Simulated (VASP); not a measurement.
# SiO2 (P4_12_12) in VASP: settings compared

The runs below take SiO2 through single point, with PBEsol, r2SCAN.

Everything below comes from runs of VASP 6.6.1. Logs are shortened: lines on timing, memory, paths and dates and some standing lists are left out, and cuts for length are marked.

### Step 1. Starting point

It takes space group P4_12_12 (No. 92, tetragonal). The conventional cell has a = 5.030 Å, b = 5.030 Å, c = 7.008 Å, α = 90.00°, β = 90.00°, γ = 90.00°. Around Si (site symmetry 2) lie 4 O at 1.62 Å. O (site symmetry 1) is surrounded by 2 Si at 1.62 Å.

### Step 2. Single point, PBEsol

Contents of INCAR:

```
ALGO = Normal
EDIFF = 1E-6
ENCUT = 900
GGA = PS
ISIF = 2
ISMEAR = 0
LASPH = T
LCHARG = F
LREAL = F
LWAVE = F
NBANDS = 44
NELM = 60
PREC = Accurate
SIGMA = 0.02
```

Contents of KPOINTS:

```
k-points
0
Gamma
  4 4 4
```

Contents of POSCAR:

```
SiO2
1.0
    5.0303800000      0.0000000000      0.0000000000
    0.0000000000      5.0303800000      0.0000000000
    0.0000000000      0.0000000000      7.0077700000
Si O
4 8
Direct
    0.2984800000      0.2984800000      0.0000000000
    0.2015200000      0.7984800000      0.2500000000
    0.7015200000      0.7015200000      0.5000000000
    0.7984800000      0.2015200000      0.7500000000
    0.2396000000      0.1022500000      0.1783800000
    0.3977500000      0.7396000000      0.4283800000
    0.7604000000      0.8977500000      0.6783800000
    0.6022500000      0.2604000000      0.9283800000
    0.7396000000      0.3977500000      0.5716200000
    0.8977500000      0.7604000000      0.3216200000
    0.2604000000      0.6022500000      0.0716200000
    0.1022500000      0.2396000000      0.8216200000
```

Potentials or basis: VASP PAW PBE potentials, release 64 (Si, O_h).

Run with:

```
$ cat potpaw_PBE.64/Si/POTCAR potpaw_PBE.64/O_h/POTCAR > POTCAR
$ mpirun -np 1 vasp_std > vasp.out
```

OUTCAR:

```text
EDIFF = 1E-6
   ENCUT = 900
   GGA = PS
   ISIF = 2
   ISMEAR = 0
   LASPH = T
   LREAL = F
   NELM = 60
   PREC = Accurate

 ion  position               nearest neighbor table
   1  0.298  0.298  0.000-   8 1.62  11 1.62   5 1.62  12 1.62   2 3.10   4 3.10   2 3.10   4 3.10

   2  0.202  0.798  0.250-   5 1.62  10 1.62   6 1.62  11 1.62   1 3.10   3 3.10   1 3.10   3 3.10

   3  0.702  0.702  0.500-   6 1.62   9 1.62   7 1.62  10 1.62   2 3.10   4 3.10   4 3.10   2 3.10

   4  0.798  0.202  0.750-   7 1.62  12 1.62   9 1.62   8 1.62   1 3.10   3 3.10   3 3.10   1 3.10

   5  0.240  0.102  0.178-   2 1.62   1 1.62
   6  0.398  0.740  0.428-   3 1.62   2 1.62
   7  0.760  0.898  0.678-   4 1.62   3 1.62
   8  0.602  0.260  0.928-   1 1.62   4 1.62
   9  0.740  0.398  0.572-   3 1.62   4 1.62
  10  0.898  0.760  0.322-   2 1.62   3 1.62
  11  0.260  0.602  0.072-   1 1.62   2 1.62
  12  0.102  0.240  0.822-   4 1.62   1 1.62

  LATTYP: Found a simple tetragonal cell.
 ALAT       =     5.0303800000
 C/A-ratio  =     1.3930895877

  Lattice vectors:

 A1 = (   5.0303800000,   0.0000000000,   0.0000000000)
 A2 = (   0.0000000000,   5.0303800000,   0.0000000000)
 A3 = (   0.0000000000,   0.0000000000,   7.0077700000)

Analysis of symmetry for initial positions (statically):
=====================================================================
 Subroutine PRICEL returns:
 Original cell was already a primitive cell.

 Routine SETGRP: Setting up the symmetry group for a
 simple tetragonal supercell.

 Subroutine GETGRP returns: Found  8 space group operations
 (whereof  2 operations were pure point group operations)
 out of a pool of 16 trial point group operations.

The static configuration has the point symmetry C_2 .
 The point group associated with its full space group is D_4 .

Analysis of symmetry for dynamics (positions and initial velocities):
=====================================================================
 Subroutine PRICEL returns:
 Original cell was already a primitive cell.

 Routine SETGRP: Setting up the symmetry group for a
 simple tetragonal supercell.

 Subroutine GETGRP returns: Found  8 space group operations
 (whereof  2 operations were pure point group operations)
 out of a pool of 16 trial point group operations.

The dynamic configuration has the point symmetry C_2 .
 The point group associated with its full space group is D_4 .

 Subroutine INISYM returns: Found  8 space group operations
 (whereof  2 operations are pure point group operations),
 and found     1 'primitive' translations

----------------------------------------------------------------------------------------

                                     Primitive cell

  volume of cell :     177.3297

  direct lattice vectors                    reciprocal lattice vectors
     5.030380000  0.000000000  0.000000000     0.198792139  0.000000000  0.000000000
     0.000000000  5.030380000  0.000000000     0.000000000  0.198792139  0.000000000
     0.000000000  0.000000000  7.007770000     0.000000000  0.000000000  0.142698747

  length of vectors
     5.030380000  5.030380000  7.007770000     0.198792139  0.198792139  0.142698747

  position of ions in fractional coordinates (direct lattice)
     0.298480000  0.298480000  0.000000000
     0.201520000  0.798480000  0.250000000
     0.701520000  0.701520000  0.500000000
     0.798480000  0.201520000  0.750000000
     0.239600000  0.102250000  0.178380000
     0.397750000  0.739600000  0.428380000
     0.760400000  0.897750000  0.678380000
     0.602250000  0.260400000  0.928380000
     0.739600000  0.397750000  0.571620000
     0.897750000  0.760400000  0.321620000
     0.260400000  0.602250000  0.071620000
     0.102250000  0.239600000  0.821620000

  ion indices of the primitive-cell ions
   primitive index   ion index
                 1           1
                 2           2
                 3           3
                 4           4
                 5           5
                 6           6
                 7           7
                 8           8
                 9           9
                10          10
                11          11
                12          12

----------------------------------------------------------------------------------------

 KPOINTS: k-points

Automatic generation of k-mesh.
 Grid dimensions read from file:
 generate k-points for:    4    4    4

 Generating k-lattice:

  Cartesian coordinates                     Fractional coordinates (reciprocal lattice)
     0.049698035  0.000000000  0.000000000     0.250000000  0.000000000  0.000000000
     0.000000000  0.049698035  0.000000000     0.000000000  0.250000000  0.000000000
     0.000000000  0.000000000  0.035674687     0.000000000  0.000000000  0.250000000

  Length of vectors
     0.049698035  0.049698035  0.035674687

  Shift w.r.t. Gamma in fractional coordinates (k-lattice)
     0.000000000  0.000000000  0.000000000

 Subroutine IBZKPT returns following result:
 ===========================================

 Found     18 irreducible k-points:

 Following reciprocal coordinates:
            Coordinates               Weight
  0.000000  0.000000  0.000000      1.000000
  0.250000  0.000000  0.000000      4.000000
  0.500000  0.000000  0.000000      2.000000
  0.250000  0.250000  0.000000      4.000000
  0.500000  0.250000  0.000000      4.000000
  0.500000  0.500000  0.000000      1.000000
[... 10 lines left out ...]
  0.500000  0.250000  0.500000      4.000000
  0.500000  0.500000  0.500000      1.000000
   k-points           NKPTS =     18   k-points in BZ     NKDIM =     18   number of bands    NBANDS=     44
   number of dos      NEDOS =    301   number of ions     NIONS =     12
   total plane-waves  NPLWV = 175000
   dimension x,y,z NGX =    50 NGY =   50 NGZ =   70
   dimension x,y,z NGXF=   100 NGYF=  100 NGZF=  140
   ions per type =               4   8
   NGX,Y,Z   is equivalent  to a cutoff of  16.52, 16.52, 16.61 a.u.
   NGXF,Y,Z  is equivalent  to a cutoff of  33.05, 33.05, 33.21 a.u.
 SYSTEM =  unknown system
   PREC   = accura    normal or accurate (medium, high low for compatibility)
   ISTART =      0    job   : 0-new  1-cont  2-samecut
   ICHARG =      2    charge: 1-file 2-atom 10-const
   ISPIN  =      1    spin polarized calculation?
   LNONCOLLINEAR =      F non collinear calculations
   LSORBIT =      F    spin-orbit coupling
   LASPH  =      T    aspherical Exc in radial PAW
   ENCUT  =  900.0 eV  66.15 Ry    8.13 a.u.  12.30 12.30 17.14*2*pi/ulx,y,z
   NELM   =     60;   NELMIN=  2; NELMDL= -5     # of ELM steps
   EDIFF  = 0.1E-05   stopping-criterion for ELM
   LREAL  =      F    real-space projection
   EDIFFG = 0.1E-04   stopping-criterion for IOM
   NSW    =      0    number of steps for IOM
   IBRION =     -1    ionic relax: 0-MD 1-quasi-New 2-CG
   NFREE  =      0    steps in history (QN), initial steepest desc. (CG)
   ISIF   =      2    stress and relaxation
   ISYM   =      2    0-nonsym 1-usesym 2-fastsym
   POTIM  = 0.5000    time-step for ionic-motion
   TEBEG  =    0.0;   TEEND  =   0.0 temperature during run
   PSTRESS=    0.0 pullay stress
   NELECT =      64.0000    total number of electrons
   NUPDOWN=      -1.0000    fix difference up-down
   EMIN   =  10.00;   EMAX   =-10.00  energy-range for DOS
   EFERMI =   0.00;   METHOD = LEGACY
   ISMEAR =     0;   SIGMA  =   0.02  broadening in eV -4-tet -1-fermi 0-gaus
   EFERMI_NEDOS =   21; number of points for ismear=-14 and -15
   IALGO  =     38    algorithm
   IMIX   =      4    mixing-type and parameters
     AMIX     =   0.40;   BMIX     =  1.00
     AMIX_MAG =   1.60;   BMIX_MAG =  1.00
  volume/ion in A,a.u.               =      14.78        99.72
  Fermi-wavevector in a.u.,A,eV,Ry     =   1.165577  2.202621 18.484467  1.358570
  Thomas-Fermi vector in A             =   2.302101
   LORBIT       =      0    0 simple, 1 ext, 2 COOP (PROOUT), +10 PAW based schemes
   GGA     = PS    functional components
   LHFCALC =     F    Hartree Fock is set to
   AEXX    =    0.0000 exact exchange contribution
   IVDW    =     0    specifies the selected vdW correction
   LEPSILON=     F    determine dielectric tensor
   LRPA    =     F    only Hartree local field effects (RPA)
 non-spin polarized calculation
 Gauss-broadening in eV      SIGMA  =   0.02
  energy-cutoff  :      900.00
  volume of cell :      177.33
 maximum number of plane-waves:     10907
 NGX is ok and might be reduce to    50

 number of electron      64.0000024 magnetization

 Free energy of the ion-electron system (eV)
  ---------------------------------------------------
  ext. energy  EPLUGINS =         0.00000000
  ---------------------------------------------------
  free energy    TOTEN  =       -98.86482314 eV

  energy without entropy =      -98.86482314  energy(sigma->0) =      -98.86482314

 E-fermi :   0.2852     XC(G=0):  -8.4171

 val. band max:        0.1900520532   @ k =   0.0000   0.0000   0.0000
 cond. band min:       5.7635994199   @ k =   0.0000   0.0000   0.0000
 fundamental gap:      5.5735473667
 Fermi energy:         0.2851860342

 k-point     1 :       0.0000    0.0000    0.0000
  band No.  band energies     occupation
      1     -19.1154      2.00000
      2     -18.2241      2.00000
      3     -18.2241      2.00000
      4     -17.0645      2.00000
      5     -17.0265      2.00000
      6     -17.0249      2.00000
[... 36 lines left out ...]
     43      11.3252      0.00000
     44      11.6897      0.00000
[... 758 lines left out ...]
      4     -18.1926      2.00000
      5     -17.0802      2.00000
      6     -17.0802      2.00000
[... 36 lines left out ...]
     43      10.3313      0.00000
     44      10.3313      0.00000

------------------------ aborting loop because EDIFF is reached ----------------------------------------

  FORCE on cell =-STRESS in cart. coord.  units (eV):
  Direction    XX          YY          ZZ          XY          YZ          ZX
  --------------------------------------------------------------------------------------
  -------------------------------------------------------------------------------------
  Total       -0.4081293     -0.4081293     -0.3319842     -0.0000000      0.0000000     -0.0000000
  in kB       -3.6874570     -3.6874570     -2.9994844     -0.0000000      0.0000000     -0.0000000
  external PRESSURE =      -3.4581328 kB  Pullay stress =       0.0000000 kB

 VOLUME and BASIS-vectors are now :
 -----------------------------------------------------------------------------
  energy-cutoff  :      900.00
  volume of cell :      177.33
      direct lattice vectors                 reciprocal lattice vectors
     5.030380000  0.000000000  0.000000000     0.198792139  0.000000000  0.000000000
     0.000000000  5.030380000  0.000000000     0.000000000  0.198792139  0.000000000
     0.000000000  0.000000000  7.007770000     0.000000000  0.000000000  0.142698747

 POSITION                                       TOTAL-FORCE (eV/Angst)
 -----------------------------------------------------------------------------------
      1.50147      1.50147      0.00000        -0.015014     -0.015014      0.000000
      1.01372      4.01666      1.75194         0.015014     -0.015014     -0.000000
      3.52891      3.52891      3.50388         0.015014      0.015014      0.000000
      4.01666      1.01372      5.25583        -0.015014      0.015014      0.000000
      1.20528      0.51436      1.25005        -0.004352      0.008477      0.015183
      2.00083      3.72047      3.00199        -0.008477     -0.004352      0.015183
      3.82510      4.51602      4.75393         0.004352     -0.008477      0.015183
      3.02955      1.30991      6.50587         0.008477      0.004352      0.015183
      3.72047      2.00083      4.00578        -0.004352     -0.008477     -0.015183
      4.51602      3.82510      2.25384        -0.008477      0.004352     -0.015183
      1.30991      3.02955      0.50190         0.004352      0.008477     -0.015183
      0.51436      1.20528      5.75772         0.008477     -0.004352     -0.015183
 -----------------------------------------------------------------------------------
    total drift:                                0.000000     -0.000000      0.000000

  FREE ENERGIE OF THE ION-ELECTRON SYSTEM (eV)
  ---------------------------------------------------
  free  energy   TOTEN  =       -98.8648231449 eV

  energy  without entropy=      -98.8648231449  energy(sigma->0) =      -98.86482314
```

Run time: 3.5 min. Hardware: 1 thread of Intel Xeon Platinum 8488C (Sapphire Rapids), shared host; peak memory 0.55 GiB.

Results:

```yaml
Free_energy: -98.8648 eV
Pressure: -0.3 GPa
Largest_force: 0.021 eV/Å
Band_gap_on_the_k_mesh: 5.57 eV, direct
```

Forces in eV/Å, atoms in the order of the input:
```
Si  -0.015 -0.015  0.000
Si   0.015 -0.015  0.000
Si   0.015  0.015  0.000
Si  -0.015  0.015  0.000
O   -0.004  0.008  0.015
O   -0.008 -0.004  0.015
O    0.004 -0.008  0.015
O    0.008  0.004  0.015
O   -0.004 -0.008 -0.015
O   -0.008  0.004 -0.015
O    0.004  0.008 -0.015
O    0.008 -0.004 -0.015
```

Levels at points of the mesh, in eV from the valence-band top:
| k point | band 30 | band 31 | band 32 | band 33 | band 34 | band 35 |
| --- | --- | --- | --- | --- | --- | --- |
| (0.00, 0.00, 0.00) | -0.28 | -0.28 | 0.00 | 5.57 | 8.65 | 8.65 |
| (0.50, 0.00, 0.00) | -0.65 | -0.48 | -0.48 | 7.58 | 7.58 | 9.10 |
| (0.50, 0.50, 0.00) | -0.59 | -0.55 | -0.55 | 8.55 | 8.55 | 8.65 |
| (0.00, 0.00, 0.50) | -0.52 | -0.39 | -0.39 | 6.80 | 6.80 | 9.25 |
| (0.50, 0.00, 0.50) | -0.93 | -0.17 | -0.17 | 7.83 | 7.83 | 8.83 |
| (0.50, 0.50, 0.50) | -0.63 | -0.63 | -0.63 | 9.06 | 9.06 | 9.06 |

Caveat: the cutoff is under 1.25 times the usual one of these potentials, so pressure, stress and relaxed cells hold a basis-set (Pulay) error; the PAW data sets were made with another functional, which shifts forces and pressure a little. A hybrid or GW would open this gap; PBEsol tends to underestimate it.

(Continued in part 2 of 2.)
